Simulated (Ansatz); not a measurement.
# MoSe2: properties at the relaxed cell

An exercise on one series of results from a longer session: the logs are not shown, and one member is left open.

The COD entry's cell or inner coordinates are ideal or old and differ from later refinements, so a difference from it is no clean test against experiment.

Computed with Ansatz 0.2.0 (DFT r2SCAN+D3(BJ), scalar-relativistic, plane waves, PAW, unless a step's input says otherwise).

2 further runs of the same task are left out: 2 set aside as unsound or not needed.

## The structure to begin with

The structure is hexagonal, space group P6_3/mmc (No. 194). The conventional cell has a = 3.301 Å, b = 3.301 Å, c = 13.013 Å, α = 90.00°, β = 90.00°, γ = 120.00°. Mo (site symmetry -6m2) has 6 Se at 2.52 Å as nearest neighbours. Se (site symmetry 3m) is surrounded by 3 Mo at 2.52 Å.

Coordinates:

```
Mo Se
1.0
     3.30113    0.00000    0.00000
    -1.65057    2.85887    0.00000
     0.00000    0.00000   13.01309
Mo Se
2 4
Direct
  0.33333 0.66667 0.25000
  0.66667 0.33333 0.75000
  0.33333 0.66667 0.62276
  0.66667 0.33333 0.12276
  0.33333 0.66667 0.87724
  0.66667 0.33333 0.37724
```

This cell was relaxed beforehand with the same method: volume 20.47 Å³/atom, gap on the mesh 1.08 eV.

The first run:

Input file input.yaml:

```yaml
crystal:
  lattice:
    - [3.2677859145, 0.0, 0.0]
    - [-1.6338929572, 2.8299856161, 0.0]
    - [0.0, 0.0, 12.8816337244]
  atoms:
    - { symbol: Mo, position: [0.3333333333, 0.6666666667, 0.25] }
    - { symbol: Mo, position: [0.6666666667, 0.3333333333, 0.75] }
    - { symbol: Se, position: [0.3333333333, 0.6666666667, 0.6227560086] }
    - { symbol: Se, position: [0.6666666667, 0.3333333333, 0.1227560086] }
    - { symbol: Se, position: [0.3333333333, 0.6666666667, 0.8772439914] }
    - { symbol: Se, position: [0.6666666667, 0.3333333333, 0.3772439914] }
basis:
  ecutwfc: 500
kpoints:
  mp_grid: { grid: [9, 9, 2] }
hamiltonian:
  xc: r2scan
  dispersion: d3bj
scf:
  occupations: { method: gaussian, width: 0.02 }
output:
  forces: true
  stress: true
  eigenvalues: true
relax:
  adjacent_minimum: "off"
  f_tol: 0.01
  max_steps: 30
  cell: { stress_tol: 0.1, fix: [volume] }
```

Run with:

```sh
$ ansatz run input.yaml --threads 4 --pin off --max-ram 10240MiB --backend cpu --events-out ev --progress --plain --runs-dir out
```

Among the steps run: Point at V/V0 = 0.97; The cell scaled to 1.03 of its volume; The cell scaled to 0.94 of its volume; Point at V/V0 = 1.06; Point at V/V0 = 0.91; Volume × 1.10; The cell scaled to 0.88 of its volume.

One of the session's tables, all rows but one given; the rest of the session is left out.

It belongs to the step «Equation of state». 

```
volume (Å³/atom)  energy above the lowest point (meV/atom)  pressure (GPa)  gap on the mesh (eV)
          18.012                                      60.3            9.58                  0.69
          18.626                                      30.3            6.18                  0.79
          19.240                                      12.0            3.51                  0.89
          19.854                                         ?               ?                     ?
          20.468                                       0.0            0.00                  1.08
          21.083                                       2.0           -0.96                  1.17
          21.697                                       7.1           -1.58                  1.22
          22.515                                      16.2           -1.89                  1.28
```

Estimate the missing values for volume (Å³/atom) = 19.854.

Worked estimate for «energy above the lowest point (meV/atom)». A straight line through the neighbours (19.240, 12.0) and (20.468, 0.0) gives 12.0 + (0.0 − 12.0) × (19.854 − 19.240) / (20.468 − 19.240) = 6.0; a parabola fitted to 4 rows on both sides gives 2.6.

As computed: energy above the lowest point (meV/atom): 2.7; pressure (GPa): 1.47; gap on the mesh (eV): 0.98. In «energy above the lowest point (meV/atom)» the line misses by +3.3 and the parabola by -0.1.

Limits of these values: Warnings in the runs' records: dispersion damping borrowed.
